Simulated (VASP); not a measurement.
Output of a VASP run:

**OSZICAR**
```
       N       E                     dE             d eps       ncg     rms          rms(c)
DAV:   1     0.135581464949E+03    0.13558E+03   -0.96852E+03 23407   0.195E+03
DAV:   2    -0.257608827014E+00   -0.13584E+03   -0.12946E+03 25256   0.391E+02
DAV:   3    -0.119238667426E+02   -0.11666E+02   -0.11458E+02 28189   0.115E+02
DAV:   4    -0.122345692098E+02   -0.31070E+00   -0.31029E+00 25885   0.202E+01
DAV:   5    -0.122466998560E+02   -0.12131E-01   -0.12130E-01 31310   0.379E+00    0.101E+01
DAV:   6    -0.997638208760E+01    0.22703E+01   -0.79839E+00 34989   0.514E+01    0.561E+00
DAV:   7    -0.997190147846E+01    0.44806E-02   -0.57272E-01 23186   0.964E+00    0.223E+00
DAV:   8    -0.996313640204E+01    0.87651E-02   -0.78763E-02 28201   0.319E+00    0.673E-01
DAV:   9    -0.996109254363E+01    0.20439E-02   -0.88226E-03 34523   0.183E+00    0.233E-01
DAV:  10    -0.996174573050E+01   -0.65319E-03   -0.17627E-03 25206   0.383E-01    0.886E-02
DAV:  11    -0.996182080810E+01   -0.75078E-04   -0.10226E-04 29260   0.114E-01    0.155E-02
DAV:  12    -0.996182178697E+01   -0.97887E-06   -0.27196E-05 24691   0.458E-02    0.138E-02
DAV:  13    -0.996182153876E+01    0.24821E-06   -0.20114E-06 28976   0.257E-02    0.828E-03
DAV:  14    -0.996182107619E+01    0.46257E-06   -0.11306E-06 27759   0.966E-03    0.141E-03
DAV:  15    -0.996182112750E+01   -0.51313E-07   -0.46523E-08 30976   0.254E-03    0.917E-04
DAV:  16    -0.996182123862E+01   -0.11112E-06   -0.45562E-09 25301   0.750E-04    0.364E-04
DAV:  17    -0.996182121746E+01    0.21159E-07   -0.23147E-09 24231   0.454E-04    0.191E-04
DAV:  18    -0.996182121119E+01    0.62716E-08   -0.14650E-10 12288   0.190E-04    0.836E-05
DAV:  19    -0.996182121104E+01    0.14484E-09   -0.80155E-11 12163   0.865E-05
   1 F= -.99618212E+01 E0= -.99606389E+01  d E =-.236465E-02
```

File OUTCAR:
```
------------------------ aborting loop because EDIFF is reached ----------------------------------------
  FORCE on cell =-STRESS in cart. coord.  units (eV):
  Direction    XX          YY          ZZ          XY          YZ          ZX
  --------------------------------------------------------------------------------------
  Total        1.6332575      1.6332575      1.6332575      0.0000000      0.0000000     -0.0000000
  in kB       84.9613278     84.9613278     84.9613278      0.0000000      0.0000000     -0.0000000
  external PRESSURE =      84.9613278 kB  Pullay stress =       0.0000000 kB
  volume of cell :       30.80
      direct lattice vectors                 reciprocal lattice vectors
     0.000000000  2.487929000  2.487929000    -0.200970365  0.200970365  0.200970365
     2.487929000  0.000000000  2.487929000     0.200970365 -0.200970365  0.200970365
     2.487929000  2.487929000  0.000000000     0.200970365  0.200970365 -0.200970365
 POSITION                                       TOTAL-FORCE (eV/Angst)
 -----------------------------------------------------------------------------------
      0.00000      0.00000      0.00000        -0.000000     -0.000000     -0.000000
      1.24396      1.24396      1.24396         0.000000      0.000000      0.000000
 -----------------------------------------------------------------------------------
    total drift:                               -0.000000     -0.000000     -0.000000
  FREE ENERGIE OF THE ION-ELECTRON SYSTEM (eV)
  ---------------------------------------------------
  free  energy   TOTEN  =        -9.9618212110 eV

  energy  without entropy=       -9.9594565605  energy(sigma->0) =       -9.96063889
```
(Selected blocks of OUTCAR.)

File POSCAR:
```
InN
1
    0.0000000000     2.4879290000     2.4879290000
    2.4879290000     0.0000000000     2.4879290000
    2.4879290000     2.4879290000     0.0000000000
In N
1 1
Direct
  0.0000000000   0.0000000000   0.0000000000
  0.2500000000   0.2500000000   0.2500000000
```

Problem. Write an INCAR and KPOINTS that could have produced this output.

Solution. Several could match; the one computed here: the input of the run itself, revPBE GGA, plane waves, VASP's PBE PAW potentials (set 64).

**KPOINTS**
```
Automatic mesh
0
Gamma
  21 21 21
0.5 0.5 0.5
```

INCAR:
```
SYSTEM = InN
PREC = Accurate
ENCUT = 560
EDIFF = 1E-09
NELM = 100
ALGO = Normal
LREAL = .FALSE.
LASPH = .TRUE.
ISMEAR = -1
SIGMA = 0.136
GGA = RE
LMAXMIX = 4
LWAVE = .FALSE.
LCHARG = .FALSE.
ISIF = 2
```

POTCAR, in this order: In_d N (PBE.64 set). Program: vasp_std.

The structure comes from a computed database's InN entry; how it stands against other phases isn't given here. The cell was not relaxed at this level. The run is one of a series of settings (EDIFF = 1E-09, ENCUT = 560, KPOINTS 21×21×21 Γ-centred mesh shifted by (0.5, 0.5, 0.5) against the base run), some of them coarse on purpose.
